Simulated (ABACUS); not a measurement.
# CdS (Greenockite) (P6_3mc) in ABACUS: further runs

Runs on CdS (Greenockite). Level: PBE. Tasks: single point.

Program: ABACUS 3.10.1. These are calculated values, not measurements. Logs are shortened: lines on timing, memory, paths and dates and some standing lists are left out, and cuts for length are marked.

**The experiment to reproduce.**

“Isotope dependence of band-gap energy”, 2008, arxiv:0807.2152 quotes, for a bulk crystal of CdS: band gap 2.5809 ± 0.0002 eV.

How close the calculation comes is told below.

## 1. The crystal as given

The structure is hexagonal, space group P6_3mc (No. 186). Conventional cell: a = 4.150 Å, b = 4.150 Å, c = 6.737 Å, α = 90.00°, β = 90.00°, γ = 120.00°. Around Cd (site symmetry 3m) lie 4 S at 2.53 to 2.54 Å. S (site symmetry 3m) is surrounded by 4 Cd at 2.53 to 2.54 Å.

## 2. Single point, PBE

run_abacus.py

```python
"""ABACUS run from a structure file: ASE reads it, the script writes STRU, KPT and INPUT."""
import re
import subprocess
from ase.io import read
from ase.units import Bohr

atoms = read("POSCAR")
atoms = atoms[(-atoms.numbers).argsort(kind="stable")]  # ABACUS lists atoms element by element
pseudo = {'Cd': 'cd_pbe_v1.uspp.F.UPF', 'S': 's_pbe_v1.4.uspp.F.UPF'}
orbital = {}
magmoms = None
kmesh = [5, 5, 3]
params = {
    'suffix': 'CdS',
    'calculation': 'scf',
    'basis_type': 'pw',
    'pseudo_dir': './',
    'symmetry': 1,
    'dft_functional': 'pbe',
    'ecutwfc': 40,
    'pseudo_rcut': 10,
    'nspin': 1,
    'nbands': 22,
    'ks_solver': 'dav',
    'smearing_method': 'fd',
    'smearing_sigma': 0.00367493,
    'scf_thr': 1e-08,
    'scf_nmax': 100,
    'mixing_type': 'broyden',
    'mixing_beta': 0.7,
    'cal_force': 1,
    'cal_stress': 1,
    'ecutrho': 320,
    'out_chg': 1,
    'out_pot': 2,
    'out_elf': 0,
    'kpar': 4,
}

symbols = atoms.get_chemical_symbols()
elements = list(dict.fromkeys(symbols))
lines = ["ATOMIC_SPECIES"] + [f"{e} {atoms.get_masses()[symbols.index(e)]:.4f} {pseudo[e]}" for e in elements]
if orbital:
    lines += ["", "NUMERICAL_ORBITAL"] + [orbital[e] for e in elements]
lines += ["", "LATTICE_CONSTANT", f"{1 / Bohr:.10f}", "", "LATTICE_VECTORS"]
lines += [" ".join(f"{x:.10f}" for x in v) for v in atoms.cell]
lines += ["", "ATOMIC_POSITIONS", "Direct"]
for e in elements:
    lines += ["", e, "0.0", str(symbols.count(e))]
    for i, p in enumerate(atoms.get_scaled_positions(wrap=False)):
        if symbols[i] == e:
            mag = "" if magmoms is None else " mag " + " ".join(str(x) for x in (magmoms[i] if isinstance(magmoms[i], list) else [magmoms[i]]))
            lines.append(" ".join(f"{x:.10f}" for x in p) + " 1 1 1" + mag)
open("STRU", "w").write("\n".join(lines) + "\n")
open("KPT", "w").write("K_POINTS\n0\nGamma\n%d %d %d 0 0 0\n" % tuple(kmesh))
open("INPUT", "w").write("INPUT_PARAMETERS\n" + "".join(f"{k:<20s}{v}\n" for k, v in params.items()))

done = subprocess.run(['mpirun', '-np', '4', 'abacus'])
if done.returncode:
    raise SystemExit(done.returncode)
log = open("OUT.CdS/running_scf.log").read()
print("final energy (eV):", re.findall(r"FINAL_ETOT_IS (\S+)", log))
```

POSCAR

```
CdS
1.0
    4.1500000000      0.0000000000      0.0000000000
   -2.0750000000      3.5940054257      0.0000000000
    0.0000000000      0.0000000000      6.7370000000
Cd S
2 2
Direct
    0.6666666667      0.3333333333      0.5000000000
    0.3333333333      0.6666666667      0.0000000000
    0.6666666667      0.3333333333      0.8750000000
    0.3333333333      0.6666666667      0.3750000000
```

Potentials or basis: GBRV ultrasoft 1.5 PBE, plane waves.

Command:

```
$ OMP_NUM_THREADS=1 python run_abacus.py > log
```

running log:

```text
ABACUS v3.10.1

               Atomic-orbital Based Ab-initio Computation at UStc

 ------------------------------------------------------------------------------------

 READING GENERAL INFORMATION
                           global_out_dir = OUT.CdS/
                           global_in_card = INPUT
                               pseudo_dir = ./
                              orbital_dir =
                                    DSIZE = 4
                                    GSIZE = 1

 READING UNITCELL INFORMATION
                                    ntype = 2
                  lattice constant (Bohr) = 1.88973
              lattice constant (Angstrom) = 1

 READING ATOM TYPE 1
                               atom label = Cd
                      L=0, number of zeta = 1
                      L=1, number of zeta = 1
                      L=2, number of zeta = 1
             number of atom for this type = 2

 READING ATOM TYPE 2
                               atom label = S
                      L=0, number of zeta = 1
                      L=1, number of zeta = 1
                      L=2, number of zeta = 1
             number of atom for this type = 2

                        TOTAL ATOM NUMBER = 4
DIRECT COORDINATES
    atom                   x                   y                   z     mag                  vx                  vy                  vz
taud_Cd1            0.6666666667        0.3333333333        0.5000000000  0.0000        0.0000000000        0.0000000000        0.0000000000
taud_Cd2            0.3333333333        0.6666666667        0.0000000000  0.0000        0.0000000000        0.0000000000        0.0000000000
taud_S1            0.6666666667        0.3333333333        0.8750000000  0.0000        0.0000000000        0.0000000000        0.0000000000
taud_S2            0.3333333333        0.6666666667        0.3750000000  0.0000        0.0000000000        0.0000000000        0.0000000000

                          Volume (Bohr^3) = 678.094
                             Volume (A^3) = 100.483

 Lattice vectors: (Cartesian coordinate: in unit of a_0)
                +4.15                  +0                  +0
               -2.075            +3.59401                  +0
                   +0                  +0              +6.737
 Reciprocal vectors: (Cartesian coordinate: in unit of 2 pi/a_0)
            +0.240964           +0.139121                  -0
                   -0           +0.278241                  -0
                   +0                  -0           +0.148434
 The esolver type has been set to : ksdft_pw

                PAO radial cut off (Bohr) = 10

 Read in pseudopotential file is cd_pbe_v1.uspp.F.UPF
                     pseudopotential type = US
          exchange-correlation functional = PBE
                 nonlocal core correction = 1
                        valence electrons = 12
                                     lmax = 2
[... 198 lines left out ...]
 Init Non-Local-Pseudopotential done.

                                     npwx = 2912

 Make real space PAO into reciprocal space.
       max mesh points in Pseudopotential = 767
     dq(describe PAO in reciprocal space) = 0.01
                                    max q = 763

 number of pseudo atomic orbitals for Cd is 3
WARNING: norm of atomic wavefunction # 2 of atomic type Cd is 0.99999, renormalized
WARNING: norm of atomic wavefunction # 3 of atomic type Cd is 0.999009, renormalized

 number of pseudo atomic orbitals for S is 2
WARNING: norm of atomic wavefunction # 2 of atomic type S is 0.999995, renormalized

 -------------------------------------------
 SELF-CONSISTENT
 -------------------------------------------
                                 init_chg = atomic

 PW ALGORITHM --------------- ION=   1  ELEC=   1--------------------------------

 Notice: Threshold on eigenvalues was too large.
 hsover_error=0.36 > DRHO=0.226444
 Origin diag ethr = 0.01
 New diag ethr = 0.000629011

 Density error is 0.226458851157
                          Error Threshold = 0.000629011157883
----------------------------------------------------------
     Energy           Rydberg                 eV
----------------------------------------------------------
 E_KohnSham     -277.7475633293      -3778.9494668942
 E_Harris       -281.3732984999      -3828.2801246538
 E_Fermi        0.4331720181         5.8936076597
----------------------------------------------------------
[... 63 lines left out ...]
 Density error is 5.92341901086e-09
                          Error Threshold = 2.36569662665e-10
----------------------------------------------------------
     Energy           Rydberg                 eV
----------------------------------------------------------
 E_KohnSham     -277.8308038185      -3780.0820118515
 E_KS(sigma->0) -277.8308038007      -3780.0820116102
 E_Harris       -277.8305289156      -3780.0782716062
 E_band         -1.5332141987        -20.8604493573
 E_one_elec     -78.2758827340       -1064.9980211627
 E_Hartree      65.9517145211        897.3191103567
 E_xc           -95.7432500676       -1302.6537459584
 E_Ewald        -169.7633855025      -2309.7493546045
 E_entropy(-TS) -0.0000000355        -0.0000004826
 E_descf        0.0000000000         0.0000000000
 E_exx          0.0000000000         0.0000000000
 E_Fermi        0.4465588649         6.0757450545
----------------------------------------------------------

 charge density convergence is achieved
 final etot is -3780.0820119 eV
 EFERMI = 6.0757450545 eV
The vacuum level is 8.9673013676 eV

 STATE ENERGY(eV) AND OCCUPATIONS    NSPIN == 1
 1/3 kpoint (Cartesian) = 0.0000 0.0000 0.0000 (2875 pws)
       1       -6.84966      0.0266667
       2       -6.41685      0.0266667
       3       -2.19414      0.0266667
       4       -2.17201      0.0266667
       5       -2.17201      0.0266667
       6       -2.08625      0.0266667
[... 62 lines left out ...]
      21        10.6881    1.38619e-41
      22        11.7037    2.09168e-50

------------------------------------------------------------------------------------------
 TOTAL-FORCE (eV/Angstrom)
------------------------------------------------------------------------------------------
                       Cd1         0.0000000000         0.0000000000        -0.0661964208
                       Cd2         0.0000000000         0.0000000000        -0.0661964208
                        S1         0.0000000000         0.0000000000         0.0661964208
                        S2         0.0000000000         0.0000000000         0.0661964208
------------------------------------------------------------------------------------------

----------------------------------------------------------------
 TOTAL-STRESS (KBAR)
----------------------------------------------------------------
        20.1690184720         0.0000000000        -0.0000000000
         0.0000000000        20.1690184721        -0.0000000000
         0.0000000000        -0.0000000000        26.1762880537
----------------------------------------------------------------
 TOTAL-PRESSURE: 22.171442 KBAR

 --------------------------------------------
 !FINAL_ETOT_IS -3780.0820118514616297 eV
 --------------------------------------------
```

Run time: 36 s. Hardware: 4 MPI ranks of Intel Xeon 6975P-C (Granite Rapids), shared host; peak memory 1.2 GiB.

What came out:

| Property | Result |
| --- | --- |
| Free energy | -3780.0820 eV |
| Pressure | 2.2 GPa |
| Largest force | 0.066 eV/Å |
| Band gap on the k mesh | 1.16 eV, direct |

Forces on the atoms (eV/Å):
```
Cd   0.000  0.000 -0.066
Cd   0.000  0.000 -0.066
S    0.000  0.000  0.066
S    0.000  0.000  0.066
```

Levels at points of the mesh, in eV from the valence-band top:
| k point | band 16 | band 17 | band 18 | band 19 | band 20 | band 21 |
| --- | --- | --- | --- | --- | --- | --- |
| (0.00, 0.00, 0.00) | -0.04 | 0.00 | 0.00 | 1.16 | 2.76 | 6.43 |

Caveat: there are fewer bands than atomic start orbitals, so a level may be missed at k points of high symmetry.

## 3. Single point, PBE

run_abacus.py: that of step 2 with these lines changed.

```diff
@@ -8,3 +8,3 @@
 atoms = atoms[(-atoms.numbers).argsort(kind="stable")]  # ABACUS lists atoms element by element
-pseudo = {'Cd': 'cd_pbe_v1.uspp.F.UPF', 'S': 's_pbe_v1.4.uspp.F.UPF'}
+pseudo = {'Cd': 'Cd.upf', 'S': 'S.upf'}
 orbital = {}
@@ -19,6 +19,6 @@
     'dft_functional': 'pbe',
-    'ecutwfc': 40,
-    'pseudo_rcut': 10,
+    'ecutwfc': 103,
+    'pseudo_rcut': 7,
     'nspin': 1,
-    'nbands': 22,
+    'nbands': 32,
     'ks_solver': 'dav',
@@ -32,6 +32,2 @@
     'cal_stress': 1,
-    'ecutrho': 320,
-    'out_chg': 1,
-    'out_pot': 2,
-    'out_elf': 0,
     'kpar': 4,
```

POSCAR is that of step 2.

Potentials or basis: PseudoDojo NC SR 0.4.1 PBE standard, plane waves.

Command:

```
$ OMP_NUM_THREADS=1 python run_abacus.py > log
```

Run time: 34 s. Hardware: 4 MPI ranks of Intel Xeon 6975P-C (Granite Rapids), shared host; peak memory 0.88 GiB.

It converged, with:

```
Free energy            : -10145.3916 eV
Pressure               : 2.1 GPa
Largest force          : 0.065 eV/Å
Band gap on the k mesh : 1.19 eV, direct
```

Forces in eV/Å, atoms in the order of the input:
```
Cd   0.000  0.000 -0.065
Cd   0.000  0.000 -0.065
S    0.000  0.000  0.065
S    0.000  0.000  0.065
```

Stress tensor (GPa, compression positive):
```
1.94 0.00 0.00
0.00 1.94 0.00
0.00 0.00 2.53
```

Levels at points of the mesh, in eV from the valence-band top:
```csv
k point,band 22,band 23,band 24,band 25,band 26,band 27,band 28,band 29,band 30,band 31
"(0.00, 0.00, 0.00)",-0.75,-0.75,-0.04,0.00,0.00,1.19,2.79,6.46,6.46,6.79
```

## 4. Single point, PBE

run_abacus.py is that of step 3.

POSCAR is that of step 3.

Potentials or basis: PseudoDojo NC SR 0.5 PBE standard, plane waves.

Command:

```
$ OMP_NUM_THREADS=1 python run_abacus.py > log
```

running log:

```text
ABACUS v3.10.1

               Atomic-orbital Based Ab-initio Computation at UStc

 ------------------------------------------------------------------------------------

 READING GENERAL INFORMATION
                           global_out_dir = OUT.CdS/
                           global_in_card = INPUT
                               pseudo_dir = ./
                              orbital_dir =
                                    DSIZE = 4
                                    GSIZE = 1

 READING UNITCELL INFORMATION
                                    ntype = 2
                  lattice constant (Bohr) = 1.88973
              lattice constant (Angstrom) = 1

 READING ATOM TYPE 1
                               atom label = Cd
                      L=0, number of zeta = 1
                      L=1, number of zeta = 1
                      L=2, number of zeta = 1
             number of atom for this type = 2

 READING ATOM TYPE 2
                               atom label = S
                      L=0, number of zeta = 1
                      L=1, number of zeta = 1
                      L=2, number of zeta = 1
             number of atom for this type = 2

                        TOTAL ATOM NUMBER = 4
DIRECT COORDINATES
[... 333 lines left out ...]
 E_KS(sigma->0) -745.5397151804      -10143.5882117504
 E_Harris       -745.5395196385      -10143.5855512667
 E_band         -74.8094420623       -1017.8346762478
 E_one_elec     -502.5772401330      -6837.9141509229
 E_Hartree      262.1812577335       3567.1590139824
 E_xc           -109.5452010674      -1490.4389230728
 E_Ewald        -395.5985317001      -5382.3941515551
 E_entropy(-TS) -0.0000000267        -0.0000003640
 E_descf        0.0000000000         0.0000000000
 E_exx          0.0000000000         0.0000000000
 E_Fermi        0.5457151861         7.4248360165
----------------------------------------------------------

 charge density convergence is achieved
 final etot is -10143.588212 eV
 EFERMI = 7.4248360165 eV

 STATE ENERGY(eV) AND OCCUPATIONS    NSPIN == 1
 1/3 kpoint (Cartesian) = 0.0000 0.0000 0.0000 (11981 pws)
       1       -94.5264      0.0266667
       2       -94.5264      0.0266667
       3       -55.5909      0.0266667
       4       -55.5909      0.0266667
       5       -55.5908      0.0266667
       6       -55.5908      0.0266667
[... 92 lines left out ...]
      31        13.8233    4.24398e-57
      32        14.7989    1.42525e-65

------------------------------------------------------------------------------------------
 TOTAL-FORCE (eV/Angstrom)
------------------------------------------------------------------------------------------
                       Cd1         0.0000000000         0.0000000000        -0.0652194332
                       Cd2         0.0000000000         0.0000000000        -0.0652194332
                        S1         0.0000000000         0.0000000000         0.0652194332
                        S2         0.0000000000         0.0000000000         0.0652194332
------------------------------------------------------------------------------------------

----------------------------------------------------------------
 TOTAL-STRESS (KBAR)
----------------------------------------------------------------
        19.4230949603        -0.0000000000         0.0000000000
         0.0000000000        19.4230949604         0.0000000000
        -0.0000000000         0.0000000000        25.3356166026
----------------------------------------------------------------
 TOTAL-PRESSURE: 21.393936 KBAR

 --------------------------------------------
 !FINAL_ETOT_IS -10143.5882119323414372 eV
 --------------------------------------------
```

INPUT:

```text
INPUT_PARAMETERS
suffix              CdS
calculation         scf
basis_type          pw
pseudo_dir          ./
symmetry            1
dft_functional      pbe
ecutwfc             103
pseudo_rcut         7
nspin               1
nbands              32
ks_solver           dav
smearing_method     fd
smearing_sigma      0.00367493
scf_thr             1e-08
scf_nmax            100
mixing_type         broyden
mixing_beta         0.7
cal_force           1
cal_stress          1
kpar                4
```

STRU:

```text
ATOMIC_SPECIES
Cd 112.4140 Cd.upf
S 32.0600 S.upf

LATTICE_CONSTANT
1.8897261258

LATTICE_VECTORS
4.1500000000 0.0000000000 0.0000000000
-2.0750000000 3.5940054257 0.0000000000
0.0000000000 0.0000000000 6.7370000000

ATOMIC_POSITIONS
Direct

Cd
0.0
2
0.6666666667 0.3333333333 0.5000000000 1 1 1
0.3333333333 0.6666666667 0.0000000000 1 1 1

S
0.0
2
0.6666666667 0.3333333333 0.8750000000 1 1 1
0.3333333333 0.6666666667 0.3750000000 1 1 1
```

It took 27 s on 4 MPI ranks of Intel Xeon 6975P-C (Granite Rapids), shared host; peak memory 0.88 GiB.

Results:

```yaml
Free_energy: -10143.5882 eV
Pressure: 2.1 GPa
Largest_force: 0.065 eV/Å
Band_gap_on_the_k_mesh: 1.19 eV, direct
```

Forces on the atoms (eV/Å):
```
Cd   0.000  0.000 -0.065
Cd   0.000  0.000 -0.065
S    0.000  0.000  0.065
S    0.000  0.000  0.065
```

Stress tensor (GPa, compression positive):
```
1.94 0.00 0.00
0.00 1.94 0.00
0.00 0.00 2.53
```

## 5. The runs side by side

| potentials or basis | cutoff (eV) | radial cutoff of the potentials (pseudo_rcut) | gap on the mesh (eV) | pressure (GPa) | largest force (eV/Å) |
| --- | --- | --- | --- | --- | --- |
| GBRV ultrasoft 1.5 PBE, plane waves | 544 | 10 bohr | 1.16 | 2.2 | 0.07 |
| PseudoDojo NC SR 0.4.1 PBE standard, plane waves | 1401 | 7 bohr | 1.19 | 2.1 | 0.07 |
| PseudoDojo NC SR 0.5 PBE standard, plane waves | 1401 | 7 bohr | 1.19 | 2.1 | 0.07 |

Alike in all rows: task single point; level PBE; no spin polarisation; cell as given; k mesh 5 × 5 × 3; smearing fermi-dirac 0.05 eV.

Caveats: there are fewer bands than atomic start orbitals, so a level may be missed at k points of high symmetry (some runs).

Total energies depend on the potentials used, so only differences within one code and one set of settings carry meaning.

## 6. Against experiment

Step 2. Measured gap of CdS: 2.5809 eV (quoted in “Isotope dependence of band-gap energy”, 2008, arxiv:0807.2152). This calculation gives 1.16 eV (-1.42 eV). So large a miss can be the level of theory's own, or it may mean another phase, state or a wrong row. Spin-orbit coupling on Cd is left out. The value is that of PBE, without temperature or zero-point motion. Semilocal functionals fall short of measured gaps as a rule.

Step 3. A measured gap of CdS is 2.5809 eV (quoted in “Isotope dependence of band-gap energy”, 2008, arxiv:0807.2152); the calculated 1.19 eV misses it by -1.39 eV. So large a miss can be the level of theory's own, or it may mean another phase, state or a wrong row. Spin-orbit coupling on Cd is left out. The value is that of PBE, without temperature or zero-point motion. Semilocal functionals fall short of measured gaps as a rule.

Step 4. Against the measured gap of CdS, 2.5809 eV (quoted in “Isotope dependence of band-gap energy”, 2008, arxiv:0807.2152), the calculated 1.19 eV is off by -1.39 eV. So large a miss can be the level of theory's own, or it may mean another phase, state or a wrong row. Spin-orbit coupling on Cd is left out. The value is that of PBE, without temperature or zero-point motion. Semilocal functionals fall short of measured gaps as a rule.
